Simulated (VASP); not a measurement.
Runs of VASP 6.6.1 on SiC (Moissanite 3C). It takes space group F-43m (No. 216, cubic). The conventional cell has a = 4.358 Å, b = 4.358 Å, c = 4.358 Å, α = 90.00°, β = 90.00°, γ = 90.00°. Si (site symmetry -43m) is surrounded by 4 C at 1.89 Å. Around C (site symmetry -43m) lie 4 Si at 1.89 Å. 

| task | level | cell | cutoff (eV) | smearing | gap on the mesh (eV) | pressure (GPa) | relaxed volume (Å³/atom) |
| --- | --- | --- | --- | --- | --- | --- | --- |
| relaxation of cell and atoms | vdW-DF | relaxed | 600 | fermi-dirac 0.05 eV | 1.67 | 0.0 | 10.71 |
| single point | PBE | as given | 520 | gaussian 0.013 eV | 1.36 | 3.2 | - |
| relaxation of cell and atoms | vdW-DF2 | relaxed | 600 | fermi-dirac 0.05 eV | 1.96 | 0.0 | 10.83 |
| relaxation of cell and atoms | optB88-vdW | relaxed | 600 | fermi-dirac 0.05 eV | (a) | 0.0 | 10.50 |
| relaxation of cell and atoms | vdW-DF-cx | relaxed | 600 | fermi-dirac 0.05 eV | (c) | 0.0 | (b) |

Alike in all rows: potentials or basis VASP PAW PBE potentials, release 64 (Si, C); no spin polarisation; k mesh 10 × 10 × 10.

Question: Estimate the missing entries.

Answer: (a) 1.55; (b) 10.42; (c) 1.32.

Caveats: the PAW data sets were made with another functional, which shifts forces and pressure a little (some runs).

A k mesh can miss the band edges.
